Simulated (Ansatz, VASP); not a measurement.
## GaSb: VASP beside Ansatz

One calculation is typed for both programs; each brings its own data sets. How far apart do they land? The structure shown is the start of the Ansatz relaxation below; VASP solves that cell, so the two are compared at the walk's first step.

Calculated with Ansatz 0.2.0; plane waves, with VASP 6.6.1 beside it; single point at PBEsol.

### 1. The starting structure

Symmetry: R3m, No. 160, trigonal system. The conventional cell has a = 4.149 Å, b = 4.149 Å, c = 10.746 Å, α = 90.00°, β = 90.00°, γ = 120.00°. Nearest to Ga lie 4 Sb at 2.57 to 2.64 Å. Sb has 4 Ga at 2.57 to 2.64 Å nearest. Farther neighbours are not listed.

### 2. Ansatz: relaxation, PBEsol

Ansatz runs on its PAW soft_1 files.

The two programs are compared at the cell with which this relaxation starts, whose forces are those of its first step.

Contents of input.yaml:

```yaml
crystal:
  lattice:
    - [0.1122846637, 3.045822245, 3.045822245]
    - [3.045822245, 0.1122846637, 3.045822245]
    - [3.045822245, 3.045822245, 0.1122846637]
  atoms:
    - { symbol: Ga, position: [-0.0023157836, -0.0023157836, -0.0023157836] }
    - { symbol: Sb, position: [0.7523157836, 0.7523157836, 0.7523157836] }
  conventional_axes: [[-1, 1, 0], [0, -1, 1], [1, 1, 1]]
kpoints:
  mp_grid: { grid: [12, 12, 12] }
hamiltonian:
  xc: pbesol
  pseudopotentials: { kind: paw, azcp: { folder: soft_1 }, xc_functional: pbe }
scf:
  occupations: { method: methfessel_paxton, width: 0.2 }
output:
  forces: true
  stress: true
  eigenvalues: true
relax:
  adjacent_minimum: "off"
  f_tol: 0.001
  max_steps: 60
  cell: { stress_tol: 0.01, fix: [a, b, gamma] }
```

The run is started by

```bash
$ ansatz run input.yaml --threads 4 --pin off --max-ram 10240MiB --backend cpu --events-out ev --progress --plain --runs-dir out
```

Numbers of over 12 decimals in the logs are rounded to 6 here.

Output:

```text
Engine: ansatz 0.2.0, aarch64-unknown-linux-gnu
Pseudopotentials: kind: paw
Pseudopotential: Ga, paw, valence charge 13, recommended cutoff 420 eV (normal), soft_1/Ga.paw.azcp
Pseudopotential: Sb, paw, valence charge 15, recommended cutoff 420 eV (normal), soft_1/Sb.paw.azcp
Functional definition: PBEsol
  exchange = pbesol_x
  correlation = pbesol_c
Crystal: 2 atoms, lattice volume = 53.389 Å³
Basis set: ecut = 420 eV, 1013 PW (Γ), exchange–correlation on 60×60×60 points (8 copies of the dense FFT grid, shifted against one another)
Bands: 18, of which v1, the nominal top of the filled ones, is band 14 counted from 1 (13 counted from 0)
Symmetry: 6 space group operations
Space group: R3m (ITA 160), of the structure as read, at distance tolerance 3.8e-5 Å
k-points: 189 of 1728 (time reversal used)
Non-local potential: Ga, projectors of the file, l = 0: 2, l = 1: 2, l = 2: 3, l = 3: 1
Non-local potential: Sb, projectors of the file, l = 0: 2, l = 1: 2, l = 2: 2, l = 3: 1
PAW form: soft (Blöchl's): semilocal exchange-correlation on the pseudo side does not see the compensation charge
PAW frozen core: Ga, regenerated for the run's functional, and the local potential with it (the file was generated under x = pbe(κ = 0.804, μ = 0.219515), c = pbe(β = 0.066725))
PAW frozen core: Sb, regenerated for the run's functional, and the local potential with it (the file was generated under x = pbe(κ = 0.804, μ = 0.219515), c = pbe(β = 0.066725))
PAW one-centre angular grid: Ga, 590 points (default); XC on 64 Gauss nodes
PAW one-centre angular grid: Sb, 590 points (default); XC on 64 Gauss nodes
Initial density: superposition of atomic densities (chi_scale 0.1, normalization cell, long waves kept (reshape's long-wave potential 0.00 eV rms))
Initial wavefunctions: pseudopotential atomic-orbital guess
Functional: x = pbesol(κ = 0.804, μ = 0.123457), c = pbesol(β = 0.046)
SCF iter   1: F=—  HF=-10151.630069 eV  |F-HF|=—  |Δ(HF+E_count)|=         —  Δρ=3.35e-2  dr2=4.41e-1  ethr=3.10e-3  ⟨swp⟩=5.7  Hψ=17943  notcnv=0
preconditioner: auto → none  [insulator: Δε(μ)=0.186 eV  Ē_g=15.011 eV  σ=0.200 eV  W_gap=0.68  n_scr=14 (ndim 8)  ℏωp=21.6 eV  f_vac=0.002  D(μ)=0.03/eV (n_scr^D=0)  ε∞_Penn≈3.1]
SCF iter   2: F=—  HF=-10151.547429 eV  |F-HF|=—  |Δ(HF+E_count)|=   8.26e-2  S|Δr|=    0.00e0  Δρ=1.53e-2  dr2=7.18e-2  ethr=1.58e-3  ⟨swp⟩=2.0  Hψ=5656  notcnv=0
SCF iter   3: F=—  HF=-10151.546198 eV  |F-HF|=—  |Δ(HF+E_count)|=   1.23e-3  S|Δr|=    0.00e0  Δρ=4.83e-3  dr2=1.05e-2  ethr=2.56e-4  ⟨swp⟩=2.0  Hψ=5234  notcnv=0
SCF iter   4: F=—  HF=-10151.541800 eV  |F-HF|=—  |Δ(HF+E_count)|=   4.40e-3  S|Δr|=    0.00e0  Δρ=8.81e-4  dr2=2.62e-4  ethr=3.77e-5  ⟨swp⟩=2.0  Hψ=5112  notcnv=0
SCF iter   5: F=—  HF=-10151.541714 eV  |F-HF|=—  |Δ(HF+E_count)|=   8.64e-5  S|Δr|=    0.00e0  Δρ=3.82e-4  dr2=2.67e-5  ethr=9.36e-7  ⟨swp⟩=2.0  Hψ=5107  notcnv=0
SCF iter   6: F=—  HF=-10151.541719 eV  |F-HF|=—  |Δ(HF+E_count)|=   5.57e-6  S|Δr|=    0.00e0  Δρ=3.36e-5  dr2=5.52e-7  ethr=9.53e-8  ⟨swp⟩=2.0  Hψ=5791  notcnv=0
SCF iter   7: F=-10151.541719 eV  HF=-10151.541719 eV  |F-HF|=1.42e-8  |Δ(HF+E_count)|=   4.68e-9  S|Δr|=    0.00e0  Δρ=7.05e-6  dr2=2.33e-8  ethr=3.57e-10  ⟨swp⟩=7.0  Hψ=18240  notcnv=0
SCF 1 converged in 7 iterations: F = -10151.541719 eV  dr2 = 2.33e-8
  greatest PAW one-centre occupation: 0.996 electrons in one spin orbital (limit 2), on the Sb atom at site 1 (counted from 0), in its partial waves of l = 2
relax step   1: F+E_penalty+E_count = -10151.54171940 eV  Δ(F+E_penalty+E_count) = +0.000e0 eV  max|allowed force component| = 6.771e-2 eV/Å  Δτ_max = 0.0000 Å  P = +4.083 GPa  Ω = 53.389 Å³  fix = [a, b, gamma]  reactions: a +5.941, b +5.941 GPa  (7 SCF iters, dr2 threshold 1.00e-7 eV, accepted)
[...]
relax step   2: F+E_penalty+E_count = -10151.54284862 eV  Δ(F+E_penalty+E_count) = -1.129e-3 eV  max|allowed force component| = 3.455e-2 eV/Å  Δτ_max = 0.0134 Å  P = +3.525 GPa  Ω = 53.768 Å³  energy of the carried Pulay correction = -4.801e-5 eV  fix = [a, b, gamma]  reactions: a +5.300, b +5.300 GPa  (6 SCF iters, dr2 threshold 2.00e-7 eV, accepted)
[...]
relax step   3: F+E_penalty+E_count = -10151.54311415 eV  Δ(F+E_penalty+E_count) = -2.655e-4 eV  max|allowed force component| = 1.560e-4 eV/Å  Δτ_max = 0.0041 Å  P = +3.655 GPa  Ω = 53.684 Å³  energy of the carried Pulay correction = -3.733e-5 eV  fix = [a, b, gamma]  reactions: a +5.480, b +5.480 GPa  (4 SCF iters, dr2 threshold 7.46e-8 eV, accepted)
[...]
relax step   4: F+E_penalty+E_count = -10151.54315225 eV  Δ(F+E_penalty+E_count) = -3.810e-5 eV  max|allowed force component| = 1.335e-4 eV/Å  Δτ_max = 0.0000 Å  P = +3.655 GPa  Ω = 53.684 Å³  fix = [a, b, gamma]  reactions: a +5.480, b +5.480 GPa  stress off target by 6.88e-3 GPa on what of the cell is left free  SCF on the basis re-selected at this cell (its energy is not comparable with the rows above)  (9 SCF iters)
basis re-selected at this cell: Δ(F+E_penalty+E_count) = -3.810e-5 eV, ΔP = -0.000 GPa vs the last step (what re-selecting the basis moved, of the pressure what is left beyond the Pulay correction that the steps carried, after the strain that the cell walked since its last selection, with what the two solves' SCF thresholds leave and, on support functions, any second-order correction that the steps lacked; it is no m [...]
SCF converged after 9 iterations
Stability not checked: this state was not tested for a lower state beside it, because cold or Methfessel-Paxton smearing, or corrected tetrahedra, fill the levels in a way that the test cannot read (fill_not_monotonic; see scf.lower_state_search)
Free energy (F): -10151.543152 eV
Harris-Foulkes:  -10151.543152 eV  (|F-HF|=0.00e0)
Internal energy: -10151.543242 eV  (E = F + TS)
E sigma→0 (E₀):  -10151.543175 eV
Entropy (-TS):   0.000090 eV (0.045 meV/atom)
Fermi energy:    8.762965 eV
Step filling:    the computed levels leave a gap of 0.0590 eV = 0.3 smearing widths at the electron count; against every level under it full and every level over it empty, smearing changes F+E_penalty+E_count by +0.081 meV and its σ→0 estimate by +0.058 meV
--- Per-component energies (eV) ---
  E_band       = -241.023485
  E_kinetic    = 277.496724
  E_local      = -3293.535693  (includes V_loc(G=0)·N_el)
  E_nonlocal   = 300.246714
  E_hartree    = 1694.383836
  E_xc         = -161.159305
  E_vxc        = -147.113180  (∫ρ·V_xc dr)
  E_paw        = -6421.282828  (= ΣΔE_a)
  E_vpaw       = -766.885679  (= ΣTr[D̂ρ^β])
  E_aug_tail   = -0.000070  (compensation charges beyond the density's cutoff)
  E_ewald      = -2548.887456
  E_core_change = 1.194834  (= ΣΔE_core)
  E_smearing   = 0.000090  (= −TS)
  E_closure    = -0.000000  (closes the sum)
  Σ components = -10151.543152   (vs F -10151.543152, Δ=0.00e0)
--- Forces (eV/Å), atoms counted from 1 ---
  atom   1  Ga     0.00013348     0.00013348     0.00013348
  atom   2  Sb    -0.00013350    -0.00013350    -0.00013350
  max |Σ_I F_I| component: 1.50e-8 eV/Å
--- Stress (GPa, compression-positive) ---
        3.655350      -1.824237      -1.824237
       -1.824237       3.655350      -1.824237
       -1.824237      -1.824237       3.655350
  P = ⅓ Tr σ = 3.6554 GPa (36.554 kbar)
--- Band table (eV; the first three rows and the last of 189) ---
  k-point 0: bands = [... 10 lower, -3.4168, 8.1007, 8.7595, 8.7595, 8.8525, 11.1545, 11.4922, 11.4922]
  k-point 1: bands = [... 10 lower, -3.3363, 7.3814, 8.1113, 8.6026, 9.4857, 11.3354, 11.6817, 11.8306]
  k-point 2: bands = [... 10 lower, -3.0992, 5.9318, 7.7809, 8.2582, 9.5243, 11.6135, 12.0638, 12.8765]
  k-point 188: bands = [... 10 lower, -1.8503, 1.7173, 7.6131, 7.6131, 9.6496, 12.5510, 12.5510, 15.1506]
--- Relaxed structure (3 steps of the walk, 3 accepted, 1 SCFs on fresh bases) ---
  F+E_penalty+E_count = -10151.54315225 eV   max|allowed force component| = 1.335e-4 eV/Å   (the final SCF, on the basis selected at the relaxed cell)
  cell:  # Å, volume = 53.6837 Å³
    - [0.123708, 3.057245, 3.057245]
    - [3.057245, 0.123708, 3.057245]
    - [3.057245, 3.057245, 0.123708]
  atoms:
    - { symbol: Ga, position: [-0.00318087, -0.00318087, -0.00318087] }
    - { symbol: Sb, position: [0.753181, 0.753181, 0.753181] }
```

The column dr2 measures how far the density is from self-consistency, as an energy; F and HF (Harris–Foulkes) agree once it is small.

### 3. VASP: single point, PBEsol, start cell, pair 1

The same cell, functional, mesh and smearing now go to VASP, with its own data sets.

Lines of VASP's logs that name or quote its potential files are left out, and so is its time.

Contents of INCAR:

```
SYSTEM = GaSb
PREC = Accurate
ENCUT = 400
EDIFF = 1E-06
NELM = 120
ISMEAR = 1
SIGMA = 0.2
LREAL = .FALSE.
ALGO = Normal
GGA = PS
NBANDS = 15
LORBIT = 11
LWAVE = .FALSE.
LCHARG = .FALSE.
ISIF = 2
LASPH = .TRUE.
GGA_COMPAT = .FALSE.
KPAR = 2
```

Contents of POSCAR:

```
GaSb
1.0
    0.1122850000      3.0458220000      3.0458220000
    3.0458220000      0.1122850000      3.0458220000
    3.0458220000      3.0458220000      0.1122850000
Ga Sb
1 1
Direct
    0.9976842095      0.9976842095      0.9976842095
    0.7523158308      0.7523158308      0.7523158308
```

Contents of KPOINTS:

```
Automatic mesh
0
Gamma
12 12 12
0 0 0
```

The projector-augmented-wave data sets are Ga_d and Sb (PBE family, release 64).

The run is started by

```bash
$ mpirun -np 2 vasp_std
```

Output:

```text
[banner, memory and clock lines left out]
running    2 mpi-ranks, on    1 nodes
 distrk:  each k-point on    1 cores,    2 groups
 distr:  one band on    1 cores,    1 groups

 POSCAR found type information on POSCAR GaSb
 POSCAR found :  2 types and       2 ions
|                                                                             |
|               ----> ADVICE to this user running VASP <----                  |
|                                                                             |
|     You enforced a specific xc type in the INCAR file but a different       |
|     [... a line on the potential file left out ...]
|     I HOPE YOU KNOW WHAT YOU ARE DOING!                                     |
|                                                                             |

 LDA part: xc-table for (Slater+PW92), standard interpolation
 POSCAR, INCAR and KPOINTS ok, starting setup
 FFT: planning ... GRIDC
 FFT: planning ... GRID_SOFT
 FFT: planning ... GRID
 WAVECAR not read
 entering main loop
       N       E                     dE             d eps       ncg     rms          rms(c)
DAV:   1     0.734395000743E+02    0.73440E+02   -0.77383E+03  5718   0.132E+03
DAV:   2    -0.273067403661E+01   -0.76170E+02   -0.73707E+02  6636   0.272E+02
DAV:   3    -0.810336727937E+01   -0.53727E+01   -0.53613E+01  6741   0.629E+01
DAV:   4    -0.819373339020E+01   -0.90366E-01   -0.90356E-01  7108   0.927E+00
DAV:   5    -0.819589281790E+01   -0.21594E-02   -0.21594E-02  7143   0.124E+00    0.342E+00
DAV:   6    -0.810777245174E+01    0.88120E-01   -0.92449E-02  7455   0.553E+00    0.203E+00
DAV:   7    -0.807611202481E+01    0.31660E-01   -0.57630E-02  6972   0.220E+00    0.380E-01
DAV:   8    -0.807627593686E+01   -0.16391E-03   -0.60241E-03  7295   0.959E-01    0.131E-01
DAV:   9    -0.807651807523E+01   -0.24214E-03   -0.52103E-04  6503   0.186E-01    0.406E-02
DAV:  10    -0.807650745836E+01    0.10617E-04   -0.30864E-05  7316   0.474E-02    0.105E-02
DAV:  11    -0.807651746245E+01   -0.10004E-04   -0.11976E-05  6636   0.227E-02    0.475E-03
DAV:  12    -0.807651756166E+01   -0.99210E-07   -0.38485E-07  5747   0.487E-03
   1 F= -.80765176E+01 E0= -.80766114E+01  d E =0.281522E-03
```

From OUTCAR (step 3):

```text
ion  position               nearest neighbor table
   1  0.998  0.998  0.998-   2 2.57   2 2.57   2 2.57   2 2.64
   2  0.752  0.752  0.752-   1 2.57   1 2.57   1 2.57   1 2.64

  LATTYP: Found a trigonal (rhomboedric) cell.
 ALAT       =     4.3089060366
 COS(alpha) =     0.5365006886

 Subroutine GETGRP returns: Found  6 space group operations
 (whereof  6 operations were pure point group operations)

The static configuration has the point symmetry C_3v.

 Found    189 irreducible k-points:

   k-points           NKPTS =    189   k-points in BZ     NKDIM =    189   number of bands    NBANDS=     15

   dimension x,y,z NGX =    28 NGY =   28 NGZ =   28
   dimension x,y,z NGXF=    56 NGYF=   56 NGZF=   56

   ENCUT  =  400.0 eV  29.40 Ry    5.42 a.u.   7.03  7.03  7.03*2*pi/ulx,y,z

   NELECT =      18.0000    total number of electrons

 k-points in reciprocal lattice and weights: Automatic mesh
   0.00000000  0.00000000  0.00000000       0.001
   0.08333333 -0.00000000 -0.00000000       0.003
   0.16666667  0.00000000 -0.00000000       0.003
   0.25000000  0.00000000  0.00000000       0.003
   0.33333333  0.00000000  0.00000000       0.003
   0.41666667  0.00000000 -0.00000000       0.003
   0.50000000  0.00000000  0.00000000       0.002
   0.08333333  0.08333333 -0.00000000       0.003
   0.16666667  0.08333333  0.00000000       0.007
[...]
-0.41666667  0.50000000  0.41666667       0.003
   0.50000000  0.50000000  0.50000000       0.001

 average (electrostatic) potential at core
       1 -64.9319       2 -86.8249

 E-fermi :   5.6820

 k-point     1 :       0.0000    0.0000    0.0000
  band No.  band energies     occupation
    ...
      5      -9.6161      2.00000
      6      -6.5417      2.00000
      7       5.1055      2.00035
      8       5.6387      1.35708
      9       5.6387      1.35708
     10       5.8534     -0.00631
     11       8.0242     -0.00000
     12       8.3953     -0.00000
     13       8.3953     -0.00000
     14      11.2151      0.00000
    ...

 k-point     2 :       0.0833   -0.0000   -0.0000
  band No.  band energies     occupation
    ...
      5      -9.6161      2.00000
      6      -6.4609      2.00000
      7       4.3118      2.00000
      8       5.0762      2.00016
      9       5.4807      2.05157
     10       6.4642     -0.00000
     11       8.2317     -0.00000
     12       8.5891     -0.00000
     13       8.7166     -0.00000
     14      11.7106      0.00000
    ...

 k-point     3 :       0.1667    0.0000   -0.0000
  band No.  band energies     occupation
    ...
      5      -9.6160      2.00000
      6      -6.2224      2.00000
      7       2.8300      2.00000
      8       4.7509      2.00000
      9       5.1339      2.00074
     10       6.4918     -0.00000
     11       8.5315     -0.00000
     12       8.9835     -0.00000
     13       9.7726      0.00000
     14      12.5555      0.00000
    ...

  Total        1.3364691      1.3364691      1.3364691     -0.6193352     -0.6193352     -0.6193352
  in kB       40.1069419     40.1069419     40.1069419    -18.5860203    -18.5860203    -18.5860203
  external PRESSURE =      40.1069419 kB  Pullay stress =       0.0000000 kB

  energy-cutoff  :      400.00
  volume of cell :       53.39
      direct lattice vectors                 reciprocal lattice vectors
     0.112285000  3.045822000  3.045822000    -0.173527556  0.167357866  0.167357866
     3.045822000  0.112285000  3.045822000     0.167357866 -0.173527556  0.167357866
     3.045822000  3.045822000  0.112285000     0.167357866  0.167357866 -0.173527556

 POSITION                                       TOTAL-FORCE (eV/Angst)
 -----------------------------------------------------------------------------------
      6.18956      6.18956      6.18956        -0.068578     -0.068578     -0.068578
      4.66731      4.66731      4.66731         0.068578      0.068578      0.068578
 -----------------------------------------------------------------------------------
    total drift:                                0.000640      0.000640      0.000642

  FREE ENERGIE OF THE ION-ELECTRON SYSTEM (eV)
  ---------------------------------------------------
  free  energy   TOTEN  =        -8.0765175617 eV

  energy  without entropy=       -8.0767990838  energy(sigma->0) =       -8.07661140

 total charge
# of ion       s       p       d       tot
------------------------------------------
    1        0.910   0.832   9.971  11.713
    2        1.125   1.381   0.032   2.539
--------------------------------------------------
tot          2.036   2.213  10.003  14.252

[... 3 further parts left out ...]
```

The run ends at a pressure of 4.01 GPa, with forces up to 0.12 eV/Å.

### 4. Side by side

Known differences besides the potentials themselves: the data sets hold 28 valence electrons in Ansatz (on its PAW soft_1 files) and 18 in VASP; the cutoff is 420 eV in Ansatz and 400 eV in VASP; Ansatz makes its cores anew for this functional, VASP keeps those of its PBE data sets. Total energies have different zeros and are not compared.

Forces (eV/Å; atoms numbered as in POSCAR):

```
atom          Ansatz x, y, z            VASP x, y, z
 Ga1  -0.068, -0.068, -0.068  -0.069, -0.069, -0.069
 Sb2     0.068, 0.068, 0.068     0.069, 0.069, 0.069
```

The forces differ by 0.9 meV/Å r.m.s., which is 1.3 % of the r.m.s. force of 0.069 eV/Å (both taken over all components).

### 5. Further runs

Further runs change the set-up of one program: Ansatz's method, potentials or start, or VASP's data sets, cutoff or form of LDA. The table gives that difference for each run.

```
                         run  r.m.s. force difference (meV/Å)
                    as above                             0.87
VASP with a cutoff of 500 eV (perhaps on Ansatz's relaxed cell)                             0.29
```

### 6. Ansatz: relaxation, PBEsol

The two programs are compared at the cell with which this relaxation starts, whose forces are those of its first step. The cell compared in this pair holds 54.22 Å³, against 53.39 Å³ for the pair before.

The structure compared here is the start of the Ansatz relaxation; VASP solves that cell, so the two are compared at the walk's first step.

input.yaml, the sections that differ from step 2:

```yaml
crystal:
  lattice:
    - [0.0811756977, 3.0452709621, 3.0452709621]
    - [3.0452709621, 0.0811756977, 3.0452709621]
    - [3.0452709621, 3.0452709621, 0.0811756977]
  atoms:
    - { symbol: Ga, position: [-0.0015013658, -0.0015013658, -0.0015013658] }
    - { symbol: Sb, position: [0.7515013658, 0.7515013658, 0.7515013658] }
  conventional_axes: [[-1, 1, 0], [0, -1, 1], [1, 1, 1]]
# kpoints, hamiltonian, scf, output, relax: as in step 2
```

The run is started by

```bash
$ ansatz run input.yaml --threads 4 --pin off --max-ram 10240MiB --backend cpu --events-out ev --progress --plain --runs-dir out
```

Output:

```text
[...]
Crystal: 2 atoms, lattice volume = 54.224 Å³
Basis set: ecut = 420 eV, 1043 PW (Γ), exchange–correlation on 60×60×60 points (8 copies of the dense FFT grid, shifted against one another)
Bands: 18, of which v1, the nominal top of the filled ones, is band 14 counted from 1 (13 counted from 0)
Symmetry: 6 space group operations
[...]
k-points: 189 of 1728 (time reversal used)
[...]
k-point 188: bands = [... 10 lower, -1.9319, 1.6233, 7.3345, 7.3345, 9.2343, 12.2647, 12.2647, 14.8687]
--- Relaxed structure (4 steps of the walk, 4 accepted, 1 SCFs on fresh bases) ---
[...]
cell:  # Å, volume = 54.5069 Å³
    - [0.091913, 3.056008, 3.056008]
    - [3.056008, 0.091913, 3.056008]
    - [3.056008, 3.056008, 0.091913]
  atoms:
    - { symbol: Ga, position: [-0.00231578, -0.00231578, -0.00231578] }
    - { symbol: Sb, position: [0.752316, 0.752316, 0.752316] }
[key lines of the parts left out:]
SCF converged after 7 iterations
Free energy (F): -10151.576161 eV
Fermi energy:    8.524087 eV
P = ⅓ Tr σ = 2.6483 GPa (26.483 kbar)
```

(Part 1 of 2 ends here.)

[Lines on the potential files, build, host, timing and source positions are cut from VASP's logs without a mark.]

[Logs are printed without paths, hosts, clocks, repeated set-up lines and the standing remarks that a program may print on its own settings, such as how far it seeks lower states.]

[Hosts, paths, dates, database ids (printed as entryN), source tags and the programs' standing remarks are cut or masked in the printed files.]

[Rows of further runs with another cutoff or data set may stand on the cell that Ansatz relaxed, not on the start cell of the pair above them.]
